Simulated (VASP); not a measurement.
# CaS (Fm-3m) in VASP: settings compared

The runs below take CaS through relaxation of cell and atoms, with PBE, PBE+D3(BJ).

Everything below comes from runs of VASP 6.6.1. Logs are shortened: lines on timing, memory, paths and dates and some standing lists are left out, and cuts for length are marked.

### 1 Starting point

It takes space group Fm-3m (No. 225, cubic). The conventional cell has a = 5.705 Å, b = 5.705 Å, c = 5.705 Å, α = 90.00°, β = 90.00°, γ = 90.00°. Ca (site symmetry m-3m) is surrounded by 6 S at 2.85 Å. Around S (site symmetry m-3m) lie 6 Ca at 2.85 Å.

The cell comes from a database or a generator and needn't be the stable form of this composition.

### 2 Relaxation of cell and atoms, PBE

INCAR

```
SYSTEM = CaS
PREC     = Accurate       ! precision mode
ENCUT    = 600            ! plane-wave cutoff, eV
EDIFF    = 1E-7           ! SCF threshold, eV
ISMEAR   = 0              ! smearing method
SIGMA    = 0.02           ! smearing width, eV
LREAL    = .FALSE.        ! projectors in reciprocal space
LASPH    = .TRUE.         ! aspherical terms in the spheres
NELM     = 100            ! most SCF steps
ALGO     = Normal         ! electronic algorithm
ISIF     = 3              ! what is computed and relaxed
LWAVE    = .FALSE.        ! write WAVECAR
LCHARG   = .FALSE.        ! write CHGCAR
GGA      = PE             ! functional
IBRION   = 2              ! ionic algorithm
NSW      = 90             ! ionic steps
EDIFFG   = -0.005         ! ionic threshold
```

KPOINTS

```
Automatic mesh
0
G
  8 8 8
  0 0 0
```

POSCAR

```
CaS
1.0
    0.0000000000      2.8523742900      2.8523742900
    2.8523742900      0.0000000000      2.8523742900
    2.8523742900      2.8523742900      0.0000000000
Ca S
1 1
Direct
    0.0000000000      0.0000000000      0.0000000000
    0.5000000000      0.5000000000      0.5000000000
```

Potentials or basis: VASP PAW PBE potentials, release 64 (Ca_sv, S).

Started as:

```console
$ cat potpaw_PBE.64/Ca_sv/POTCAR potpaw_PBE.64/S/POTCAR > POTCAR
$ mpirun -np 1 vasp_std > vasp.out
```

OUTCAR:

```text
SYSTEM = CaS
   PREC = Accurate
   ENCUT = 600
   EDIFF = 1E-7
   ISMEAR = 0
   LREAL = .FALSE.
   LASPH = .TRUE.
   NELM = 100
   ISIF = 3
   GGA = PE
   IBRION = 2
   NSW = 90
   EDIFFG = -0.005

 ion  position               nearest neighbor table
   1  0.000  0.000  0.000-   2 2.85   2 2.85   2 2.85   2 2.85   2 2.85   2 2.85
   2  0.500  0.500  0.500-   1 2.85   1 2.85   1 2.85   1 2.85   1 2.85   1 2.85

  LATTYP: Found a face centered cubic cell.
 ALAT       =     5.7047485800

  Lattice vectors:

 A1 = (   0.0000000000,   2.8523742900,   2.8523742900)
 A2 = (   2.8523742900,   0.0000000000,   2.8523742900)
 A3 = (   2.8523742900,   2.8523742900,   0.0000000000)

Analysis of symmetry for initial positions (statically):
=====================================================================
 Subroutine PRICEL returns:
 Original cell was already a primitive cell.

 Routine SETGRP: Setting up the symmetry group for a
 face centered cubic supercell.

 Subroutine GETGRP returns: Found 48 space group operations
 (whereof 48 operations were pure point group operations)
 out of a pool of 48 trial point group operations.

The static configuration has the point symmetry O_h .

Analysis of symmetry for dynamics (positions and initial velocities):
=====================================================================
 Subroutine PRICEL returns:
 Original cell was already a primitive cell.

 Routine SETGRP: Setting up the symmetry group for a
 face centered cubic supercell.

 Subroutine GETGRP returns: Found 48 space group operations
 (whereof 48 operations were pure point group operations)
 out of a pool of 48 trial point group operations.

The dynamic configuration has the point symmetry O_h .

 Subroutine INISYM returns: Found 48 space group operations
 (whereof 48 operations are pure point group operations),
 and found     1 'primitive' translations

----------------------------------------------------------------------------------------

                                     Primitive cell

  volume of cell :      46.4141

  direct lattice vectors                    reciprocal lattice vectors
     0.000000000  2.852374290  2.852374290    -0.175292563  0.175292563  0.175292563
     2.852374290  0.000000000  2.852374290     0.175292563 -0.175292563  0.175292563
     2.852374290  2.852374290  0.000000000     0.175292563  0.175292563 -0.175292563

  length of vectors
     4.033866406  4.033866406  4.033866406     0.303615625  0.303615625  0.303615625

  position of ions in fractional coordinates (direct lattice)
     0.000000000  0.000000000  0.000000000
     0.500000000  0.500000000  0.500000000

  ion indices of the primitive-cell ions
   primitive index   ion index
                 1           1
                 2           2

----------------------------------------------------------------------------------------

 KPOINTS: Automatic mesh

Automatic generation of k-mesh.
 Grid dimensions read from file:
 generate k-points for:    8    8    8

 Generating k-lattice:

  Cartesian coordinates                     Fractional coordinates (reciprocal lattice)
    -0.021911570  0.021911570  0.021911570     0.125000000  0.000000000  0.000000000
     0.021911570 -0.021911570  0.021911570     0.000000000  0.125000000  0.000000000
     0.021911570  0.021911570 -0.021911570     0.000000000  0.000000000  0.125000000

  Length of vectors
     0.037951953  0.037951953  0.037951953

  Shift w.r.t. Gamma in fractional coordinates (k-lattice)
     0.000000000  0.000000000  0.000000000

 Subroutine IBZKPT returns following result:
 ===========================================

 Found     29 irreducible k-points:

 Following reciprocal coordinates:
            Coordinates               Weight
  0.000000  0.000000  0.000000      1.000000
  0.125000  0.000000  0.000000      8.000000
  0.250000  0.000000  0.000000      8.000000
  0.375000  0.000000  0.000000      8.000000
  0.500000  0.000000  0.000000      4.000000
  0.125000  0.125000  0.000000      6.000000
[... 16 lines left out ...]
  0.500000  0.250000  0.125000     48.000000
 -0.375000  0.250000  0.125000     24.000000
 [... further k-points ...]
   k-points           NKPTS =     29   k-points in BZ     NKDIM =     29   number of bands    NBANDS=     12
   number of dos      NEDOS =    301   number of ions     NIONS =      2
   total plane-waves  NPLWV =  32768
   dimension x,y,z NGX =    32 NGY =   32 NGZ =   32
   dimension x,y,z NGXF=    64 NGYF=   64 NGZF=   64
   ions per type =               1   1
   NGX,Y,Z   is equivalent  to a cutoff of  13.19, 13.19, 13.19 a.u.
   NGXF,Y,Z  is equivalent  to a cutoff of  26.38, 26.38, 26.38 a.u.
 SYSTEM =  CaS
   PREC   = accura    normal or accurate (medium, high low for compatibility)
   ISTART =      0    job   : 0-new  1-cont  2-samecut
   ICHARG =      2    charge: 1-file 2-atom 10-const
   ISPIN  =      1    spin polarized calculation?
   LNONCOLLINEAR =      F non collinear calculations
   LSORBIT =      F    spin-orbit coupling
   LASPH  =      T    aspherical Exc in radial PAW
   ENCUT  =  600.0 eV  44.10 Ry    6.64 a.u.   8.06  8.06  8.06*2*pi/ulx,y,z
   NELM   =    100;   NELMIN=  2; NELMDL= -5     # of ELM steps
   EDIFF  = 0.1E-06   stopping-criterion for ELM
   LREAL  =      F    real-space projection
   EDIFFG = -.5E-02   stopping-criterion for IOM
   NSW    =     90    number of steps for IOM
   IBRION =      2    ionic relax: 0-MD 1-quasi-New 2-CG
   NFREE  =      1    steps in history (QN), initial steepest desc. (CG)
   ISIF   =      3    stress and relaxation
   ISYM   =      2    0-nonsym 1-usesym 2-fastsym
   POTIM  = 0.5000    time-step for ionic-motion
   TEBEG  =    0.0;   TEEND  =   0.0 temperature during run
   PSTRESS=    0.0 pullay stress
   NELECT =      16.0000    total number of electrons
   NUPDOWN=      -1.0000    fix difference up-down
   EMIN   =  10.00;   EMAX   =-10.00  energy-range for DOS
   EFERMI =   0.00;   METHOD = LEGACY
   ISMEAR =     0;   SIGMA  =   0.02  broadening in eV -4-tet -1-fermi 0-gaus
   EFERMI_NEDOS =   21; number of points for ismear=-14 and -15
   IALGO  =     38    algorithm
   IMIX   =      4    mixing-type and parameters
     AMIX     =   0.40;   BMIX     =  1.00
     AMIX_MAG =   1.60;   BMIX_MAG =  1.00
  volume/ion in A,a.u.               =      23.21       156.61
  Fermi-wavevector in a.u.,A,eV,Ry     =   1.147885  2.169188 17.927575  1.317640
  Thomas-Fermi vector in A             =   2.284563
   LORBIT       =      0    0 simple, 1 ext, 2 COOP (PROOUT), +10 PAW based schemes
   GGA     = PE    functional components
   LHFCALC =     F    Hartree Fock is set to
   AEXX    =    0.0000 exact exchange contribution
   IVDW    =     0    specifies the selected vdW correction
   LEPSILON=     F    determine dielectric tensor
   LRPA    =     F    only Hartree local field effects (RPA)
 conjugate gradient relaxation of ions
 non-spin polarized calculation
 Gauss-broadening in eV      SIGMA  =   0.02
  energy-cutoff  :      600.00
  volume of cell :       46.41
 maximum number of plane-waves:      1572
   NGX = 17   NGY = 17   NGZ = 17

--------------------------------------- Ionic step        1  -------------------------------------------

 number of electron      16.0000000 magnetization

 Free energy of the ion-electron system (eV)
  ---------------------------------------------------
  ext. energy  EPLUGINS =         0.00000000
  ---------------------------------------------------
  free energy    TOTEN  =       -10.36533610 eV

  energy without entropy =      -10.36533610  energy(sigma->0) =      -10.36533610

------------------------ aborting loop because EDIFF is reached ----------------------------------------

  FORCE on cell =-STRESS in cart. coord.  units (eV):
  Direction    XX          YY          ZZ          XY          YZ          ZX
  --------------------------------------------------------------------------------------
  -------------------------------------------------------------------------------------
  Total        0.1165760      0.1165760      0.1165760      0.0000000     -0.0000000     -0.0000000
  in kB        4.0241125      4.0241125      4.0241125      0.0000000     -0.0000000     -0.0000000
  external PRESSURE =       4.0241125 kB  Pullay stress =       0.0000000 kB

 VOLUME and BASIS-vectors are now :
 -----------------------------------------------------------------------------
  energy-cutoff  :      600.00
  volume of cell :       46.41
      direct lattice vectors                 reciprocal lattice vectors
     0.000000000  2.852374290  2.852374290    -0.175292563  0.175292563  0.175292563
     2.852374290  0.000000000  2.852374290     0.175292563 -0.175292563  0.175292563
     2.852374290  2.852374290  0.000000000     0.175292563  0.175292563 -0.175292563
[... 37 lines left out ...]
 POSITION                                       TOTAL-FORCE (eV/Angst)
 -----------------------------------------------------------------------------------
      2.86040      2.86040      0.00000         0.000000     -0.000000      0.000000
      2.86040      2.86040      2.86040        -0.000000      0.000000     -0.000000
 -----------------------------------------------------------------------------------
    total drift:                                0.000000     -0.000000     -0.000000

  FREE ENERGIE OF THE ION-ELECTRON SYSTEM (eV)
  ---------------------------------------------------
  free  energy   TOTEN  =       -10.3657186884 eV

  energy  without entropy=      -10.3657186884  energy(sigma->0) =      -10.36571869

--------------------------------------- Ionic step        3  -------------------------------------------

 number of electron      16.0000001 magnetization

 Free energy of the ion-electron system (eV)
  ---------------------------------------------------
  ext. energy  EPLUGINS =         0.00000000
  ---------------------------------------------------
  free energy    TOTEN  =       -10.36573756 eV

  energy without entropy =      -10.36573756  energy(sigma->0) =      -10.36573756

 E-fermi :   2.7693     XC(G=0):  -9.2633

 val. band max:        2.6429599762   @ k =   0.0000   0.0000   0.0000
 cond. band min:       5.0269259074   @ k =   0.5000   0.5000   0.0000
 fundamental gap:      2.3839659312
 Fermi energy:         2.7693002412

 k-point     1 :       0.0000    0.0000    0.0000
  band No.  band energies     occupation
      1     -36.5968      2.00000
      2     -17.5756      2.00000
      3     -17.5756      2.00000
      4     -17.5756      2.00000
      5      -8.6431      2.00000
      6       2.6430      2.00000
      7       2.6430      2.00000
      8       2.6430      2.00000
      9       6.7165      0.00000
     10       6.8089      0.00000
     11       6.8089      0.00000
     12       6.8089      0.00000

 k-point     2 :       0.1250    0.0000    0.0000
  band No.  band energies     occupation
      1     -36.5953      2.00000
      2     -17.5994      2.00000
      3     -17.5775      2.00000
      4     -17.5775      2.00000
      5      -8.5386      2.00000
      6       1.9906      2.00000
      7       2.4234      2.00000
      8       2.4234      2.00000
      9       6.7904      0.00000
     10       7.0335      0.00000
     11       7.0335      0.00000
     12       7.4941      0.00000
[... 316 lines left out ...]
 k-point    24 :      -0.3750    0.2500    0.1250
  band No.  band energies     occupation
      1     -36.5845      2.00000
      2     -17.7042      2.00000
      3     -17.6227      2.00000
      4     -17.6005      2.00000
      5      -7.8893      2.00000
      6       0.0498      2.00000
      7       1.1714      2.00000
      8       1.4979      2.00000
      9       7.6075      0.00000
     10       7.9257      0.00000
     11       9.0398      0.00000
     12       9.3427      0.00000

 [... further k-points ...]

------------------------ aborting loop because EDIFF is reached ----------------------------------------

  FORCE on cell =-STRESS in cart. coord.  units (eV):
  Direction    XX          YY          ZZ          XY          YZ          ZX
  --------------------------------------------------------------------------------------
  -------------------------------------------------------------------------------------
  Total        0.0006161      0.0006161      0.0006161      0.0000000     -0.0000000      0.0000000
  in kB        0.0211217      0.0211217      0.0211217      0.0000000     -0.0000000      0.0000000
  external PRESSURE =       0.0211217 kB  Pullay stress =       0.0000000 kB

 VOLUME and BASIS-vectors are now :
 -----------------------------------------------------------------------------
  energy-cutoff  :      600.00
  volume of cell :       46.74
      direct lattice vectors                 reciprocal lattice vectors
     0.000000000  2.858966314  2.858966314    -0.174888385  0.174888385  0.174888385
     2.858966314  0.000000000  2.858966314     0.174888385 -0.174888385  0.174888385
     2.858966314  2.858966314  0.000000000     0.174888385  0.174888385 -0.174888385

 POSITION                                       TOTAL-FORCE (eV/Angst)
 -----------------------------------------------------------------------------------
      0.00000      0.00000      0.00000        -0.000000      0.000000      0.000000
      2.85897      2.85897      2.85897         0.000000     -0.000000     -0.000000
 -----------------------------------------------------------------------------------
    total drift:                                0.000000     -0.000000     -0.000000

  FREE ENERGIE OF THE ION-ELECTRON SYSTEM (eV)
  ---------------------------------------------------
  free  energy   TOTEN  =       -10.3657375630 eV

  energy  without entropy=      -10.3657375630  energy(sigma->0) =      -10.36573756

 reached required accuracy - stopping structural energy minimisation
```

Wall time 33 s (1 thread of Intel Xeon Platinum 8488C (Sapphire Rapids), shared host); peak memory 0.19 GiB.

Results:

- Free energy: -10.3657 eV
- Relaxed volume: 23.37 Å³/atom
- Relaxed cell: a = 4.043 Å, b = 4.043 Å, c = 4.043 Å, α = 60.00°, β = 60.00°, γ = 60.00°
- Space group after relaxing (to 0.05 Å): Fm-3m (No. 225)
- Energy gained by relaxing: 0.2 meV/atom
- Ionic steps: 3
- Pressure after relaxing: 0.0 GPa
- Band gap on the k mesh: 2.38 eV, indirect (least direct gap 3.18 eV)

The path:
| step | energy change (eV) | largest force (eV/Å) | pressure (GPa) | volume (Å³) |
| --- | --- | --- | --- | --- |
| 1 | 0.0000 | 0.0000 | 0.40 | 46.41 |
| 2 | -0.0004 | 0.0000 | -0.08 | 46.81 |
| 3 | -0.0004 | 0.0000 | 0.00 | 46.74 |

Final structure:
```
CELL_PARAMETERS angstrom
0.00000 2.85897 2.85897
2.85897 0.00000 2.85897
2.85897 2.85897 0.00000
ATOMIC_POSITIONS crystal
Ca 0.00000 0.00000 0.00000
S 0.50000 0.50000 0.50000
```

A k mesh can miss the band edges. As with any semilocal functional, this PBE gap is likely too small.

### 3 Relaxation of cell and atoms, PBE+D3(BJ)

Changes to INCAR since step 2:

```diff
@@ -14,2 +14,3 @@
 GGA      = PE             ! functional
+IVDW     = 12             ! dispersion correction
 IBRION   = 2              ! ionic algorithm
```

KPOINTS is that of step 2.

POSCAR is that of step 2.

Potentials or basis: VASP PAW PBE potentials, release 64 (Ca_sv, S).

Started as:

```console
$ cat potpaw_PBE.64/Ca_sv/POTCAR potpaw_PBE.64/S/POTCAR > POTCAR
$ mpirun -np 1 vasp_std > vasp.out
```

Run time: 36 s. Hardware: 1 thread of Intel Xeon Platinum 8488C (Sapphire Rapids), shared host; peak memory 0.2 GiB.

The run converged. Its results:

```
Free energy                            : -11.0407 eV
Relaxed volume                         : 22.43 Å³/atom
Relaxed cell                           : a = 3.988 Å, b = 3.988 Å, c = 3.988 Å, α = 60.00°, β = 60.00°, γ = 60.00°
Space group after relaxing (to 0.05 Å) : Fm-3m (No. 225)
Energy gained by relaxing              : 4.9 meV/atom
Ionic steps                            : 3
Pressure after relaxing                : 0.0 GPa
Band gap on the k mesh                 : 2.29 eV, indirect (least direct gap 3.12 eV)
Dispersion energy per atom             : -0.345 eV
```

Step by step:
| step | energy change (eV) | largest force (eV/Å) | pressure (GPa) | volume (Å³) |
| --- | --- | --- | --- | --- |
| 1 | 0.0000 | 0.0000 | -1.96 | 46.41 |
| 2 | -0.0093 | 0.0000 | 0.47 | 44.53 |
| 3 | -0.0098 | 0.0000 | 0.00 | 44.86 |

Final structure:
```
CELL_PARAMETERS angstrom
0.00000 2.82027 2.82027
2.82027 0.00000 2.82027
2.82027 2.82027 0.00000
ATOMIC_POSITIONS crystal
Ca 0.00000 0.00000 0.00000
S 0.50000 0.50000 0.50000
```

Levels at points of the mesh, in eV from the valence-band top:
```csv
k point,band 6,band 7,band 8,band 9,band 10,band 11
"(0.00, 0.00, 0.00)",0.00,0.00,0.00,4.16,4.16,4.16
"(0.50, 0.00, 0.00)",-3.19,-1.22,-1.22,5.28,6.16,6.29
"(0.50, 0.50, 0.00)",-2.33,-0.83,-0.83,2.29,5.66,6.16
```

A k mesh can miss the band edges. PBE gaps usually lie below the measured ones, often by a third to a half.
